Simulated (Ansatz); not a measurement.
# 47Ti nuclear quadrupole resonance in BaTiO3 under strain

Cell: a COD entry, relaxed with PBE at fixed cell and then changed (z stretched by 3 %, ions relaxed).

```
Ba Ti O
1.0
     3.98410    0.00000    0.00000
     0.00000    2.83705    2.93117
     0.00000   -2.83705    2.93117
Ba Ti O
1 1 3
Direct
  0.00000 0.01097 0.01097
  0.50000 0.52658 0.52658
  0.00000 0.48852 0.48852
  0.50000 0.49121 0.97894
  0.50000 0.97894 0.49121
```

Sites (sets of like atoms) are named by element and the number of their first atom in this list.

Method: Kohn–Sham DFT in Ansatz, PBE, plane waves and PAW, scalar-relativistic, 420 eV cutoff, Γ-centred 8×8×8 k-points, Fermi–Dirac smearing 0.02 eV.

47Ti: I = 5/2, Q = 302.0 mb (year-2017 value). Static lattice, zero field.

Question: At which frequencies do the 47Ti NQR lines lie?

Answer: For I = 5/2 and η = 0 the lines are 3|C_Q|/20 and twice that; η pulls their ratio below 2. At large η the states mix, and weaker lines appear at sums of the main ones; lines under 5 % of the strongest are left out.

```tsv
site	atoms	V_zz (10²¹ V/m²)	C_Q (MHz)	η	line frequencies (MHz)
Ti	2	1.23	9.00	0.74	2.00, 2.48, 4.48
```

Question: And for ⁴⁹Ti (I = 7/2, Q = 247.0 mb) on Ti?

Answer: C_Q scales with Q to 7.36 MHz, with lines at 0.956, 1.13, 1.48, 2.09 MHz.

The relaxation (6 steps) took 56 s of wall time (56 s of CPU time) and 0.54 GiB at its peak, on 1 thread of Intel Xeon Platinum 8488C (Sapphire Rapids) (x86_64; 16 cores open to the job, memory cap 3.0 GiB, no GPU), a shared host with a load of 0.5 a core.
